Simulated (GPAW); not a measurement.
# Si2Mo (I4/mmm) in GPAW: reference runs

Reference runs on Si2Mo: the cell as given.

Everything below comes from runs of GPAW 26.7.0. Logs are shortened: lines on timing, memory, paths and dates and some standing lists are left out, and cuts for length are marked. The log counts tension as positive stress, the text compression.

## Step 1: The crystal as given

It takes space group I4/mmm (No. 139, tetragonal). Conventional cell: a = 3.200 Å, b = 3.200 Å, c = 7.861 Å, α = 90.00°, β = 90.00°, γ = 90.00°. Mo (site symmetry 4/mmm) has 10 Si at 2.62 Å as nearest neighbours. Si (site symmetry 4mm) is surrounded by 5 Si at 2.61 to 2.63 Å and 5 Mo at 2.62 Å.

## Step 2: Single point, PBEsol

run.py reads:

```python
from ase import Atoms
from ase.dft.bandgap import bandgap
from ase.io import write
from ase.units import Bohr, GPa
from gpaw import GPAW, PW, setup_paths
from gpaw.elf import elf_from_dft_calculation

setup_paths.insert(0, '.')

atoms = Atoms(['Mo', 'Si', 'Si'],
              cell=[[-1.6, 1.6, 3.9305],
                    [1.6, -1.6, 3.9305],
                    [1.6, 1.6, -3.9305]],
              scaled_positions=[[0.0, 0.0, 0.0],
                                [0.667, 0.667, 0.0],
                                [0.333, 0.333, 0.0]],
              pbc=True)

calc = GPAW(mode=PW(600),
            xc='PBEsol',
            kpts={'size': (12, 12, 12), 'gamma': True},
            occupations={'name': 'fermi-dirac', 'width': 0.05},
            nbands=23,
            convergence={'density': 1e-05, 'energy': 1e-05},
            maxiter=150,
            txt='gpaw.txt')
atoms.calc = calc
energy = atoms.get_potential_energy()
forces = atoms.get_forces()
stress = atoms.get_stress()
calc.write('gs.gpw')
write('result.traj', atoms)
print(f'Energy: {energy:.6f} eV')
print('Forces (eV/A):')
print(forces.round(4))
print('Stress (GPa):', (stress / GPa).round(3))
print('Fermi level:', round(calc.get_fermi_level(), 4), 'eV')
print(f'Gap: {bandgap(calc)[0]:.4f} eV, direct: {bandgap(calc, direct=True)[0]:.4f} eV')

# fields on the real-space grid
write('density.cube', atoms, data=calc.get_pseudo_density() * Bohr**3)
write('potential.cube', atoms, data=calc.get_electrostatic_potential())
write('elf.cube', atoms, data=elf_from_dft_calculation(calc).data)
```

Potentials or basis: PAW data sets generated in the run's folder for this functional, pw.

Launch:

```bash
> gpaw-setup -f PBEsol Mo Si
> OMP_NUM_THREADS=1 python run.py
```

gpaw.txt:

```text
__  _  _
 | _ |_)|_||  |
 |__||  | ||/\| - 26.7.0

Input parameters:
  mode=PW(ecut=600.0),
  convergence={'density': 1e-05, 'energy': 1e-05},
  kpts=MonkhorstPack(size=(12, 12, 12), gamma=True),
  maxiter=150,
  nbands=23,
  occupations=Occupations(name='fermi-dirac', width=0.05),
  xc=XC(name='PBEsol')

Diagonalizing LCAO Hamiltonian
Converting LCAO to pw mode

       Si

       Si

       Mo

Atoms  # Å, Bohr magnetons
|   | symbol |         x |         y |        z |    initial magnetic moments |
|---|--------|-----------|-----------|----------|-----------------------------|
| 0 |     Mo |  0.000000 |  0.000000 | 0.000000 | ( 0.0000,  0.0000,  0.0000) |
| 1 |     Si | -0.000000 |  0.000000 | 5.243287 | ( 0.0000,  0.0000,  0.0000) |
| 2 |     Si |  0.000000 | -0.000000 | 2.617713 | ( 0.0000,  0.0000,  0.0000) |

Unit cell  # Å
| periodic |         x |         y |         z |  lengths |     angles |
|----------|-----------|-----------|-----------|----------|------------|
|      yes | -1.600000 |  1.600000 |  3.930500 | 4.535287 | 138.683989 |
|      yes |  1.600000 | -1.600000 |  3.930500 | 4.535287 | 138.683989 |
|      yes |  1.600000 |  1.600000 | -3.930500 | 4.535287 |  59.857036 |

Number of symmetries: 16
Symmetry operations  # r_c * U_cc + t_c -> r_c
|    | kind |            matrix            |
|----|------|------------------------------|
|  0 |  σ   |  1, 1, 1,  0, 0,-1,  0,-1, 0 |
|  1 |  C4  |  1, 1, 1,  0, 0,-1, -1, 0, 0 |
|  2 |  E   |  1, 0, 0,  0, 1, 0,  0, 0, 1 |
|  3 |  σ   |  1, 0, 0,  0, 1, 0, -1,-1,-1 |
|  4 |  σ   |  0, 1, 0,  1, 0, 0,  0, 0, 1 |
|  5 |  C2  |  0, 1, 0,  1, 0, 0, -1,-1,-1 |
|  6 |  C2  |  0, 0, 1, -1,-1,-1,  1, 0, 0 |
|  7 |  S4  |  0, 0, 1, -1,-1,-1,  0, 1, 0 |
|  8 |  C4  |  0, 0,-1,  1, 1, 1,  0,-1, 0 |
|  9 |  σ   |  0, 0,-1,  1, 1, 1, -1, 0, 0 |
| 10 |  σ   |  0,-1, 0, -1, 0, 0,  1, 1, 1 |
| 11 |  C2  |  0,-1, 0, -1, 0, 0,  0, 0,-1 |
| 12 |  C2  | -1, 0, 0,  0,-1, 0,  1, 1, 1 |
| 13 |  i   | -1, 0, 0,  0,-1, 0,  0, 0,-1 |
| 14 |  S4  | -1,-1,-1,  0, 0, 1,  1, 0, 0 |
| 15 |  C2  | -1,-1,-1,  0, 0, 1,  0, 1, 0 |

BZ-sampling:
  Number of BZ points: 1728
  Number of IBZ points: 163

  Monkhorst-Pack size: [12, 12, 12]
  Monkhorst-Pack shift: [0.041666666666666664, 0.041666666666666664, 0.041666666666666664]

K-points  # in reciprocal-cell coordinates
|     |                                coordinates |     weight |
|-----|--------------------------------------------|------------|
|   0 | ( -0.00000000,  -0.00000000,  -0.00000000) | 0.00057870 |
|   1 | (  0.08333333,  -0.08333333,  -0.00000000) | 0.00231481 |
|   2 | (  0.08333333,  -0.08333333,   0.08333333) | 0.00231481 |
|   3 | (  0.08333333,  -0.00000000,  -0.00000000) | 0.00462963 |
|   4 | (  0.08333333,   0.08333333,  -0.08333333) | 0.00115741 |
|   5 | (  0.16666667,  -0.16666667,  -0.00000000) | 0.00231481 |
|   6 | (  0.16666667,  -0.16666667,   0.08333333) | 0.00462963 |
|   7 | (  0.16666667,  -0.16666667,   0.16666667) | 0.00231481 |
|   8 | (  0.16666667,  -0.08333333,  -0.00000000) | 0.00925926 |
|   9 | (  0.16666667,  -0.08333333,   0.08333333) | 0.00462963 |
| ... |                                            |            |
| 162 | (  0.50000000,   0.50000000,   0.50000000) | 0.00057870 |

Plane wave coefficients: 1362
Cutoff: 600.0 eV

Spin-components: 1 (collinear spins)
Bands:           23
Projectors:      16
Spin-degeneracy: 2
Datatype:        complex128

Parallelization:
  kpt:    1
  domain: 1
  band:   1

Density:
  Valence electrons: 22.0
  Components: 1
  Grid points: [27 27 27]
  Charge: 0.0  # |e|

Potential:
  Grid points: [27 27 27]

species:
  Mo:
    name:    Molybdenum
    Z:       42.0
    valence: 14
    core:    28
    charge:  0.0  # [|e|]
    compensation charges:
      type: gauss
      rc: 0.38  # [Å]
      lmax: 2
    cutoffs:
      filter: 2.16  # [Å]
      core: 1.42  # [Å]
    projectors
    | kind |    occ | energy [eV] | rcut [Å] |
    |------|--------|-------------|----------|
    |   4s |  2.000 |     -64.262 |    1.238 |
    |   5s |  1.000 |      -4.116 |    1.238 |
    |   4p |  6.000 |     -38.461 |    1.296 |
    |   5p |  0.000 |      -1.012 |    1.296 |
    |   4d |  5.000 |      -3.770 |    1.296 |
    |    d |        |      23.442 |    1.296 |

    Using partial waves for Mo as LCAO basis

  Si:
    name:    Silicon
    Z:       14.0
    valence: 4
    core:    10
    charge:  0.0  # [|e|]
    compensation charges:
      type: gauss
      rc: 0.33  # [Å]
      lmax: 2
    cutoffs:
      filter: 1.86  # [Å]
      core: 2.06  # [Å]
    projectors
    | kind |    occ | energy [eV] | rcut [Å] |
    |------|--------|-------------|----------|
    |   3s |  2.000 |     -10.768 |    1.058 |
    |   3p |  2.000 |      -4.057 |    1.058 |
    |    s |        |      16.444 |    1.058 |
    |    p |        |      23.155 |    1.058 |
    |    d |        |       0.000 |    1.058 |

    Using partial waves for Si as LCAO basis

Reference energy: -125818.104655  # eV

eigensolver:
  PPCG
  Converge bands: occupied
  niter=2

density mixing:
  MSR1-Mixer
  Pratt-step length: 0.05
  Maximum mixing coefficient: 0.75
  Old densities: 10
  SVD Regularization: 0.005
  Good broyden scale: 1.0
  Trust region scale: 1.0
  Backstep threshold: 4.0
  History deletion threshold: 6.0
  Fourier metric: weight=20.0, sigma=0.015

occupation numbers:
  Fermi-Dirac:
    width: 0.0500  # eV

poisson solver:
  ecut: 4800.0  # eV

xc functional:
  name: PBEsol with 2 nearest neighbor stencil

convergence criteria:
- Maximum integral of absolute [dens]ity change: 1e-05 electrons / valence electron
- Maximum [total energy] change in last 3 cyles: 1e-05 eV / valence electron
- Maximum integral of absolute [eigenst]ate change: 4e-08 eV^2 / valence electron
maximum number of iterations: 150

SCF iterations
|iter     | |      energy | eigst |  dens |
|---------|-|-------------|-------|-------|
|iter:   1| |  -26.477895 | +0.47 |       |
|iter:   2| |  -26.111323 | -1.97 | -0.98 |
|iter:   3| |  -25.371475 | -1.37 | -1.04 |
|iter:   4| |  -25.353671 | -2.86 | -1.50 |
|iter:   5| |  -25.349699 | -3.04 | -1.75 |
|iter:   6| |  -25.349733 | -4.36 | -2.38 |
|iter:   7| |  -25.349788c| -5.67 | -3.04 |
|iter:   8| |  -25.349788c| -7.14 | -3.93 |
|iter:   9| |  -25.349788c| -8.67c| -4.55 |
|iter:  10| |  -25.349788c| -9.54c| -5.59c|

Converged in 10 steps
Energy contributions relative to reference atoms: (reference = -125818.104655)

Energy contributions:
  Kinetic:          -0.559932
  Coulomb:          -0.149882
  Zero:             -0.300867
  External:          0.000000
  Xc:              -24.337985
  Entropy:          -0.002243
  Spinorbit:         0.000000
  ----------------------------
  Free energy:     -25.350909
  Extrapolated:    -25.349788

dipole moment: (-12.921964, -12.921964, 2.391078)  # |e|*Ang

Fermi level: 12.039
Eigenvalues  # (at kpt = [-0.000, -0.000, -0.000])
| band index |      eig [eV] | occ [0-2] |
|------------|---------------|-----------|
|          0 |       -48.664 |     2.000 |
|        ... |               |           |
|          2 |       -22.787 |     2.000 |
|          3 |       -22.787 |     2.000 |
|          4 |        -1.419 |     2.000 |
|          5 |         5.711 |     2.000 |
|          6 |         8.563 |     2.000 |
|          7 |         9.001 |     2.000 |
|          8 |         9.393 |     2.000 |
|          9 |         9.393 |     2.000 |
|         10 |        12.450 |     0.001 |
|         11 |        15.117 |     0.000 |
|         12 |        15.126 |     0.000 |
|         13 |        15.670 |     0.000 |
|         14 |        15.670 |     0.000 |
|         15 |        16.055 |     0.000 |
|         16 |        17.041 |     0.000 |
|         17 |        17.041 |     0.000 |
|        ... |               |           |
|         22 |        27.007 |     0.000 |

No gap
No difference between direct/indirect transitions

Forces  # eV/Ang
|        x |        y |        z |
|----------|----------|----------|
| -0.00000 |  0.00000 |  0.00000 |  # Mo   0
| -0.00000 |  0.00000 | -0.31281 |  # Si   1
| -0.00000 | -0.00000 |  0.31281 |  # Si   2

Stress tensor  # eV/Ang^3
|        x |        y |        z |
|----------|----------|----------|
| 0.010806 | 0.000000 | 0.000000 |
| 0.000000 | 0.010806 | 0.000000 |
| 0.000000 | 0.000000 | 0.018150 |

# Writing to gs.gpw (mode='')
```

Run time: 2.4 min. Hardware: 1 thread of Arm Neoverse V2, shared host; peak memory 0.28 GiB.

Results:

```
Free energy            : -25.3509 eV
Pressure               : -2.1 GPa
Largest force          : 0.313 eV/Å
Band gap on the k mesh : none (metal or under the smearing width)
```

Forces on the atoms (eV/Å):
```
Mo   0.000  0.000  0.000
Si   0.000  0.000 -0.313
Si   0.000  0.000  0.313
```

Levels at points of the mesh, in eV from the Fermi level:
| k point | band 9 | band 10 | band 11 | band 12 | band 13 | band 14 |
| --- | --- | --- | --- | --- | --- | --- |
| (0.00, 0.00, 0.00) | -2.65 | -2.65 | 0.41 | 3.08 | 3.09 | 3.63 |
| (0.50, 0.00, 0.50) | -2.61 | -2.49 | -0.52 | 2.20 | 3.03 | 4.00 |
| (0.50, 0.50, 0.00) | -4.48 | -3.05 | -1.17 | 2.25 | 2.67 | 3.01 |
| (0.50, 0.50, 0.50) | -0.59 | -0.59 | -0.53 | -0.53 | 0.55 | 4.63 |
